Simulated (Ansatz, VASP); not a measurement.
One calculation of CuAu (Tetraauricupride), two programs

```
Cu Au
1.0
     2.84686    0.00000    0.00000
     0.00000    2.84686    0.00000
     0.00000    0.00000    3.58685
Cu Au
1 1
Direct
  0.50000 0.50000 0.50000
  0.00000 0.00000 0.00000
```

Alike in both runs: functional r2SCAN; k mesh 16 × 16 × 12; occupations gaussian, width 0.1 eV; no spin polarisation.

Ansatz relaxed the structure, and its values are those at the end. VASP's run is a single point on that final structure, the one shown.

|  | VASP | Ansatz |
| --- | --- | --- |
| version | VASP 6.6.1 | Ansatz 0.2.0 |
| potentials or method | VASP PAW PBE potentials, release 64 (Cu, Au) | scalar-relativistic, plane waves, PAW |
| plane-wave cutoff (eV) | 520 | 500 |
| valence electrons in the cell | 22 | 38 |

```tsv
	VASP	Ansatz	Ansatz less VASP
gap on the k mesh at the Fermi level (eV)	none	none	-
pressure (GPa)	0.3	0.0	-0.36
```

A gap of «none» marks a metal or a gap that the smearing closes. The two sets of potentials don't hold the same shells in valence.

Caveats: the PAW data sets were made with another functional, which shifts forces and pressure a little (VASP). Spin-orbit coupling is left out, which matters for the levels of Au.
